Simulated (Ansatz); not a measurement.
KMgF3:

```xyz
5
Lattice="3.9859 0.0000 0.0000 0.0000 3.9859 0.0000 0.0000 0.0000 3.9859" Properties=species:S:1:pos:R:3 pbc="T T T"
K     1.9929    1.9929    1.9929
Mg    0.0000    0.0000    0.0000
F     0.0000    0.0000    1.9929
F     0.0000    1.9929    0.0000
F     1.9929    0.0000    0.0000
```

Program: Ansatz 0.2.0. Alike in all runs: potentials or basis Ansatz PAW; no spin polarisation; cell as given; smearing fermi-dirac 0.05 eV.

Problem. Order these runs on this cell by their band gap on the k mesh, lowest first.
A. level LDA; k mesh 7 × 7 × 7; cutoff (eV) 420; points for each segment of the path 14
B. level RPBE; k mesh 7 × 7 × 7; cutoff (eV) 420
C. level HSE06; k mesh 6 × 6 × 6; cutoff (eV) 420; points for each segment of the path 4
D. level r2SCAN; k mesh 7 × 7 × 7; cutoff (eV) 500; points for each segment of the path 14
E. level PBE0; k mesh 6 × 6 × 6; cutoff (eV) 420; points for each segment of the path 4

Solution. A (7.02 eV), B (7.67 eV), D (8.30 eV), C (9.58 eV), E (10.34 eV).

Caveats: odd divisions of the mesh miss points on the zone boundary, where band edges often lie, so the gap on the mesh can be too wide (some runs); the density of states is complete only up to the lowest level of the last band computed (some runs).

A k mesh can miss the band edges.

Not every run made on this cell is shown here.
